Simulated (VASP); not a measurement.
# RbBr (Fm-3m) in VASP: a series of runs

The runs below take RbBr through single point, with LDA.

Everything below comes from runs of VASP 6.6.1. Logs are shortened: lines on timing, memory, paths and dates and some standing lists are left out, and cuts for length are marked.

## Step 1: The structure

It takes space group Fm-3m (No. 225, cubic). The conventional cell has a = 6.912 Å, b = 6.912 Å, c = 6.912 Å, α = 90.00°, β = 90.00°, γ = 90.00°. Rb (site symmetry m-3m) has 6 Br at 3.46 Å as nearest neighbours. Br (site symmetry m-3m) is surrounded by 6 Rb at 3.46 Å.

The cell is a database's computed one.

## Step 2: Single point, LDA

Contents of INCAR:

```
SYSTEM = RbBr
PREC = Accurate
ENCUT = 520
EDIFF = 1E-7
ISMEAR = -1
SIGMA = 0.03
LREAL = .False.
LASPH = .True.
NELM = 100
ALGO = Normal
ISIF = 2
LWAVE = .False.
LCHARG = .False.
GGA = CA
NBANDS = 15
```

Contents of KPOINTS:

```
Automatic mesh
0
Gamma
  6 6 6
  0 0 0
```

Contents of POSCAR:

```
RbBr
1.0
    0.0000000000      3.4559503595      3.4559503595
    3.4559503595      0.0000000000      3.4559503595
    3.4559503595      3.4559503595      0.0000000000
Rb Br
1 1
Direct
    0.0000000000      0.0000000000      0.0000000000
    0.5000000000      0.5000000000      0.5000000000
```

Potentials or basis: VASP PAW LDA potentials, release 64 (Rb_sv, Br).

Run with:

```sh
$ cat potpaw_LDA.64/Rb_sv/POTCAR potpaw_LDA.64/Br/POTCAR > POTCAR
$ mpirun -np 1 vasp_std > vasp.out
```

OUTCAR:

```text
SYSTEM = RbBr
   PREC = Accurate
   ENCUT = 520
   EDIFF = 1E-7
   ISMEAR = -1
   LREAL = .False.
   LASPH = .True.
   NELM = 100
   ISIF = 2
   GGA = CA

 ion  position               nearest neighbor table
   1  0.000  0.000  0.000-   2 3.46   2 3.46   2 3.46   2 3.46   2 3.46   2 3.46
   2  0.500  0.500  0.500-   1 3.46   1 3.46   1 3.46   1 3.46   1 3.46   1 3.46

  LATTYP: Found a face centered cubic cell.
 ALAT       =     6.9119007190

  Lattice vectors:

 A1 = (   0.0000000000,   3.4559503595,   3.4559503595)
 A2 = (   3.4559503595,   0.0000000000,   3.4559503595)
 A3 = (   3.4559503595,   3.4559503595,   0.0000000000)

Analysis of symmetry for initial positions (statically):
=====================================================================
 Subroutine PRICEL returns:
 Original cell was already a primitive cell.

 Routine SETGRP: Setting up the symmetry group for a
 face centered cubic supercell.

 Subroutine GETGRP returns: Found 48 space group operations
 (whereof 48 operations were pure point group operations)
 out of a pool of 48 trial point group operations.

The static configuration has the point symmetry O_h .

Analysis of symmetry for dynamics (positions and initial velocities):
=====================================================================
 Subroutine PRICEL returns:
 Original cell was already a primitive cell.

 Routine SETGRP: Setting up the symmetry group for a
 face centered cubic supercell.

 Subroutine GETGRP returns: Found 48 space group operations
 (whereof 48 operations were pure point group operations)
 out of a pool of 48 trial point group operations.

The dynamic configuration has the point symmetry O_h .

 Subroutine INISYM returns: Found 48 space group operations
 (whereof 48 operations are pure point group operations),
 and found     1 'primitive' translations

----------------------------------------------------------------------------------------

                                     Primitive cell

  volume of cell :      82.5529

  direct lattice vectors                    reciprocal lattice vectors
     0.000000000  3.455950360  3.455950360    -0.144678004  0.144678004  0.144678004
     3.455950360  0.000000000  3.455950360     0.144678004 -0.144678004  0.144678004
     3.455950360  3.455950360  0.000000000     0.144678004  0.144678004 -0.144678004

  length of vectors
     4.887451869  4.887451869  4.887451869     0.250589654  0.250589654  0.250589654

  position of ions in fractional coordinates (direct lattice)
     0.000000000  0.000000000  0.000000000
[... 80 lines left out ...]
   NELECT =      16.0000    total number of electrons
   NUPDOWN=      -1.0000    fix difference up-down
   EMIN   =  10.00;   EMAX   =-10.00  energy-range for DOS
   EFERMI =   0.00;   METHOD = LEGACY
   ISMEAR =    -1;   SIGMA  =   0.03  broadening in eV -4-tet -1-fermi 0-gaus
   EFERMI_NEDOS =   21; number of points for ismear=-14 and -15
   IALGO  =     38    algorithm
   IMIX   =      4    mixing-type and parameters
     AMIX     =   0.40;   BMIX     =  1.00
     AMIX_MAG =   1.60;   BMIX_MAG =  1.00
  volume/ion in A,a.u.               =      41.28       278.55
  Fermi-wavevector in a.u.,A,eV,Ry     =   0.947409  1.790343 12.212359  0.897583
  Thomas-Fermi vector in A             =   2.075499
   LORBIT       =      0    0 simple, 1 ext, 2 COOP (PROOUT), +10 PAW based schemes
   GGA     = CA    functional components
   LHFCALC =     F    Hartree Fock is set to
   AEXX    =    0.0000 exact exchange contribution
   IVDW    =     0    specifies the selected vdW correction
   LEPSILON=     F    determine dielectric tensor
   LRPA    =     F    only Hartree local field effects (RPA)
 non-spin polarized calculation
  energy-cutoff  :      520.00
  volume of cell :       82.55
 maximum number of plane-waves:      2252
   NGX = 19   NGY = 19   NGZ = 19

 number of electron      15.9999997 magnetization

 Free energy of the ion-electron system (eV)
  ---------------------------------------------------
  ext. energy  EPLUGINS =         0.00000000
  ---------------------------------------------------
  free energy    TOTEN  =        -6.67732450 eV

  energy without entropy =       -6.67732450  energy(sigma->0) =       -6.67732450

 E-fermi :  -1.3189     XC(G=0):  -7.6385

 val. band max:       -2.0512896623   @ k =   0.0000   0.0000   0.0000
 cond. band min:       1.8494826544   @ k =   0.0000   0.0000   0.0000
 fundamental gap:      3.9007723167
 Fermi energy:        -1.3189218667

 k-point     1 :       0.0000    0.0000    0.0000
  band No.  band energies     occupation
      1     -26.3734      2.00000
      2     -14.2367      2.00000
      3     -10.5133      2.00000
      4     -10.5133      2.00000
      5     -10.5133      2.00000
      6      -2.0513      2.00000
      7      -2.0513      2.00000
      8      -2.0513      2.00000
      9       1.8495      0.00000
     10       4.9705      0.00000
     11       4.9705      0.00000
     12       4.9705      0.00000
     13       5.8965      0.00000
     14       5.8965      0.00000
[... 257 lines left out ...]
      2     -14.2032      2.00000
      3     -10.6656      2.00000
      4     -10.6111      2.00000
      5     -10.5208      2.00000
      6      -2.4864      2.00000
      7      -2.4694      2.00000
      8      -2.3259      2.00000
      9       3.9585      0.00000
     10       5.3956      0.00000
     11       5.5611      0.00000
     12       6.5493      0.00000
     13       7.6943      0.00000
     14       8.5664      0.00000
     15       8.9059      0.00000

------------------------ aborting loop because EDIFF is reached ----------------------------------------

  FORCE on cell =-STRESS in cart. coord.  units (eV):
  Direction    XX          YY          ZZ          XY          YZ          ZX
  --------------------------------------------------------------------------------------
  -------------------------------------------------------------------------------------
  Total       -0.7575261     -0.7575261     -0.7575261      0.0000000      0.0000000      0.0000000
  in kB      -14.7019752    -14.7019752    -14.7019752      0.0000000      0.0000000      0.0000000
  external PRESSURE =     -14.7019752 kB  Pullay stress =       0.0000000 kB

 VOLUME and BASIS-vectors are now :
 -----------------------------------------------------------------------------
  energy-cutoff  :      520.00
  volume of cell :       82.55
      direct lattice vectors                 reciprocal lattice vectors
     0.000000000  3.455950360  3.455950360    -0.144678004  0.144678004  0.144678004
     3.455950360  0.000000000  3.455950360     0.144678004 -0.144678004  0.144678004
     3.455950360  3.455950360  0.000000000     0.144678004  0.144678004 -0.144678004

 POSITION                                       TOTAL-FORCE (eV/Angst)
 -----------------------------------------------------------------------------------
      0.00000      0.00000      0.00000         0.000000      0.000000      0.000000
      3.45595      3.45595      3.45595        -0.000000     -0.000000     -0.000000
 -----------------------------------------------------------------------------------
    total drift:                                0.000000      0.000000      0.000000

  FREE ENERGIE OF THE ION-ELECTRON SYSTEM (eV)
  ---------------------------------------------------
  free  energy   TOTEN  =        -6.6773245011 eV

  energy  without entropy=       -6.6773245011  energy(sigma->0) =       -6.67732450
```

stdout:

```text
POSCAR found type information on POSCAR RbBr
 POSCAR found :  2 types and       2 ions
 scaLAPACK will be used
 LDA part: xc-table for (Slater(with rela. corr.)+CA(PZ))
 , standard interpolation
 POSCAR, INCAR and KPOINTS ok, starting setup
 FFT: planning ... GRIDC
 FFT: planning ... GRID_SOFT
 FFT: planning ... GRID
 WAVECAR not read
 entering main loop
```

It took 10 s on 1 thread of Intel Xeon Platinum 8488C (Sapphire Rapids), shared host; peak memory 0.17 GiB.

What came out:

```
Free energy            : -6.6773 eV
Pressure               : -1.5 GPa
Band gap on the k mesh : 3.90 eV, direct
```

Expect the measured gap to be larger: semilocal functionals such as LDA lack the derivative discontinuity.

## Step 3: Single point, LDA (volume scaled by 1.03)

Contents of INCAR:

```
ALGO     = Normal         # electronic algorithm
EDIFF    = 1E-7           # SCF threshold, eV
ENCUT    = 520            # plane-wave cutoff, eV
ISIF     = 2              # what is computed and relaxed
ISMEAR   = -1             # smearing method
LASPH    = True           # aspherical terms in the spheres
LCHARG   = False          # write CHGCAR
LREAL    = False          # projectors in reciprocal space
LWAVE    = False          # write WAVECAR
NBANDS   = 15             # bands
NELM     = 100            # most SCF steps
PREC     = Accurate       # precision mode
SIGMA    = 0.03           # smearing width, eV
```

Contents of KPOINTS:

```
k-points
0
Gamma
  6 6 6
```

Contents of POSCAR:

```
RbBr
1.0
    0.0000000000      3.4901699152      3.4901699152
    3.4901699152      0.0000000000      3.4901699152
    3.4901699152      3.4901699152      0.0000000000
Rb Br
1 1
Direct
    0.0000000000      0.0000000000      0.0000000000
    0.5000000000      0.5000000000      0.5000000000
```

Potentials or basis: VASP PAW LDA potentials, release 64 (Rb_sv, Br).

Run with:

```sh
$ cat potpaw_LDA.64/Rb_sv/POTCAR potpaw_LDA.64/Br/POTCAR > POTCAR
$ mpirun -np 1 vasp_std > vasp.out
```

OUTCAR:

```text
EDIFF = 1E-7
   ENCUT = 520
   ISIF = 2
   ISMEAR = -1
   LASPH = True
   LREAL = False
   NELM = 100
   PREC = Accurate

 ion  position               nearest neighbor table
   1  0.000  0.000  0.000-   2 3.49   2 3.49   2 3.49   2 3.49   2 3.49   2 3.49
   2  0.500  0.500  0.500-   1 3.49   1 3.49   1 3.49   1 3.49   1 3.49   1 3.49

  LATTYP: Found a face centered cubic cell.
 ALAT       =     6.9803398304

  Lattice vectors:

 A1 = (   0.0000000000,   3.4901699152,   3.4901699152)
 A2 = (   3.4901699152,   0.0000000000,   3.4901699152)
 A3 = (   3.4901699152,   3.4901699152,   0.0000000000)

Analysis of symmetry for initial positions (statically):
=====================================================================
 Subroutine PRICEL returns:
 Original cell was already a primitive cell.

 Routine SETGRP: Setting up the symmetry group for a
 face centered cubic supercell.

 Subroutine GETGRP returns: Found 48 space group operations
 (whereof 48 operations were pure point group operations)
 out of a pool of 48 trial point group operations.

The static configuration has the point symmetry O_h .

Analysis of symmetry for dynamics (positions and initial velocities):
=====================================================================
 Subroutine PRICEL returns:
 Original cell was already a primitive cell.

 Routine SETGRP: Setting up the symmetry group for a
 face centered cubic supercell.

 Subroutine GETGRP returns: Found 48 space group operations
 (whereof 48 operations were pure point group operations)
 out of a pool of 48 trial point group operations.

The dynamic configuration has the point symmetry O_h .

 Subroutine INISYM returns: Found 48 space group operations
 (whereof 48 operations are pure point group operations),
 and found     1 'primitive' translations

----------------------------------------------------------------------------------------

                                     Primitive cell

  volume of cell :      85.0295

  direct lattice vectors                    reciprocal lattice vectors
     0.000000000  3.490169915  3.490169915    -0.143259501  0.143259501  0.143259501
[... 112 lines left out ...]
 NGX is ok and might be reduce to    40
   NGX = 19   NGY = 19   NGZ = 19

 number of electron      15.9999998 magnetization

 Free energy of the ion-electron system (eV)
  ---------------------------------------------------
  ext. energy  EPLUGINS =         0.00000000
  ---------------------------------------------------
  free energy    TOTEN  =        -6.65247075 eV

  energy without entropy =       -6.65247075  energy(sigma->0) =       -6.65247075

 E-fermi :  -1.5120     XC(G=0):  -7.5231

 val. band max:       -2.1585189219   @ k =   0.0000   0.0000   0.0000
 cond. band min:       1.6755617742   @ k =   0.0000   0.0000   0.0000
 fundamental gap:      3.8340806961
 Fermi energy:        -1.5119969275

 k-point     1 :       0.0000    0.0000    0.0000
  band No.  band energies     occupation
      1     -26.5435      2.00000
      2     -14.3165      2.00000
      3     -10.6804      2.00000
      4     -10.6804      2.00000
      5     -10.6804      2.00000
      6      -2.1585      2.00000
      7      -2.1585      2.00000
      8      -2.1585      2.00000
      9       1.6756      0.00000
     10       4.8533      0.00000
     11       4.8533      0.00000
     12       4.8533      0.00000
     13       5.7570      0.00000
     14       5.7570      0.00000
[... 257 lines left out ...]
      2     -14.2845      2.00000
      3     -10.8156      2.00000
      4     -10.7674      2.00000
      5     -10.6881      2.00000
      6      -2.5845      2.00000
      7      -2.5542      2.00000
      8      -2.4269      2.00000
      9       3.8513      0.00000
     10       5.1633      0.00000
     11       5.3803      0.00000
     12       6.3221      0.00000
     13       7.4870      0.00000
     14       8.3418      0.00000
     15       8.6446      0.00000

------------------------ aborting loop because EDIFF is reached ----------------------------------------

  FORCE on cell =-STRESS in cart. coord.  units (eV):
  Direction    XX          YY          ZZ          XY          YZ          ZX
  --------------------------------------------------------------------------------------
  -------------------------------------------------------------------------------------
  Total       -0.9269807     -0.9269807     -0.9269807     -0.0000000      0.0000000     -0.0000000
  in kB      -17.4667285    -17.4667285    -17.4667285     -0.0000000      0.0000000     -0.0000000
  external PRESSURE =     -17.4667285 kB  Pullay stress =       0.0000000 kB

 VOLUME and BASIS-vectors are now :
 -----------------------------------------------------------------------------
  energy-cutoff  :      520.00
  volume of cell :       85.03
      direct lattice vectors                 reciprocal lattice vectors
     0.000000000  3.490169915  3.490169915    -0.143259501  0.143259501  0.143259501
     3.490169915  0.000000000  3.490169915     0.143259501 -0.143259501  0.143259501
     3.490169915  3.490169915  0.000000000     0.143259501  0.143259501 -0.143259501

 POSITION                                       TOTAL-FORCE (eV/Angst)
 -----------------------------------------------------------------------------------
      0.00000      0.00000      0.00000        -0.000000     -0.000000     -0.000000
      3.49017      3.49017      3.49017         0.000000      0.000000      0.000000
 -----------------------------------------------------------------------------------
    total drift:                                0.000000     -0.000000     -0.000000

  FREE ENERGIE OF THE ION-ELECTRON SYSTEM (eV)
  ---------------------------------------------------
  free  energy   TOTEN  =        -6.6524707470 eV

  energy  without entropy=       -6.6524707470  energy(sigma->0) =       -6.65247075
```

stdout:

```text
POSCAR found type information on POSCAR RbBr
 POSCAR found :  2 types and       2 ions
 scaLAPACK will be used
 LDA part: xc-table for (Slater(with rela. corr.)+CA(PZ))
 , standard interpolation
 POSCAR, INCAR and KPOINTS ok, starting setup
 FFT: planning ... GRIDC
 FFT: planning ... GRID_SOFT
 FFT: planning ... GRID
 WAVECAR not read
 entering main loop
```

Run time: 15 s. Hardware: 1 thread of Intel Xeon Platinum 8488C (Sapphire Rapids), shared host; peak memory 0.19 GiB.

Results:

* Free energy: -6.6525 eV
* Pressure: -1.7 GPa
* Band gap on the k mesh: 3.83 eV, direct

Levels at points of the mesh, in eV from the valence-band top:
| k point | band 4 | band 5 | band 6 | band 7 | band 8 | band 9 | band 10 | band 11 | band 12 | band 13 |
| --- | --- | --- | --- | --- | --- | --- | --- | --- | --- | --- |
| (0.00, 0.00, 0.00) | -8.52 | -8.52 | 0.00 | 0.00 | 0.00 | 3.83 | 7.01 | 7.01 | 7.01 | 7.92 |
| (0.50, 0.00, 0.00) | -8.53 | -8.49 | -0.96 | -0.33 | -0.33 | 6.33 | 7.21 | 9.10 | 9.10 | 9.74 |
| (0.50, 0.50, 0.00) | -8.58 | -8.58 | -0.49 | -0.16 | -0.16 | 5.35 | 6.59 | 8.55 | 8.94 | 9.02 |
